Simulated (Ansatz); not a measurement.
Runs of Ansatz 0.2.0 on AlRu. It takes space group Pm-3m (No. 221, cubic). The conventional cell has a = 2.992 Å, b = 2.992 Å, c = 2.992 Å, α = 90.00°, β = 90.00°, γ = 90.00°. Around Ru (site symmetry m-3m) lie 8 Al at 2.59 Å. Around Al (site symmetry m-3m) lie 8 Ru at 2.59 Å. 

```csv
task,level,U,cell,cutoff (eV),hubbard projectors,double counting,target pressure (GPa),gap on the mesh (eV),pressure (GPa),relaxed volume (Å³/atom)
density of states,LDA+U,Ru d U = 8 eV,as given,420,ortho-atomic (the default),fll (the default),-,none,-12.2,-
relaxation of cell and atoms,BLYP,-,relaxed,420,-,-,-,none,0.0,(c)
relaxation of cell and atoms,PBEsol,-,relaxed to 2 GPa,420,-,-,2,none,2.0,-
density of states,LDA+U,Ru d U = 4 eV,as given,420,ortho-atomic (the default),fll (the default),-,none,(a),-
relaxation of cell and atoms,PBEsol,-,relaxed,420,-,-,-,none,0.0,13.18
relaxation of cell and atoms,LDA,-,relaxed,420,-,-,-,none,0.0,12.88
relaxation of cell and atoms,revPBE,-,relaxed,420,-,-,-,none,0.0,13.73
relaxation of cell and atoms,RPBE,-,relaxed,420,-,-,-,none,0.0,13.79
density of states,LDA+U,Ru d U = 5 eV,as given,420,ortho-atomic (the default),fll (the default),-,none,(b),-
relaxation of cell and atoms,PBE,-,relaxed,420,-,-,-,none,0.0,13.55
relaxation of cell and atoms,r2SCAN,-,relaxed,500,-,-,-,none,0.0,13.26
```

Alike in all rows: potentials or basis Ansatz PAW; no spin polarisation; k mesh 9 × 9 × 9; smearing fermi-dirac 0.05 eV.

Fill in the values left out.

(a) -10.7; (b) -10.9; (c) 14.00.

Caveats: the PAW data sets come from PBE, with cores solved anew for the run's functional, which leaves a small shift of forces and pressure (some runs); the plane-wave basis is chosen anew once the cell has moved, so the energies of steps on either side of that aren't comparable (some runs); U without spin polarisation on a metal has little footing (some runs); the U is typed as a test and isn't derived for this compound (some runs).

A k mesh can miss the band edges, and the runs leave out spin-orbit coupling on Ru.

A gap of «none» marks a metal or a gap under the smearing width.
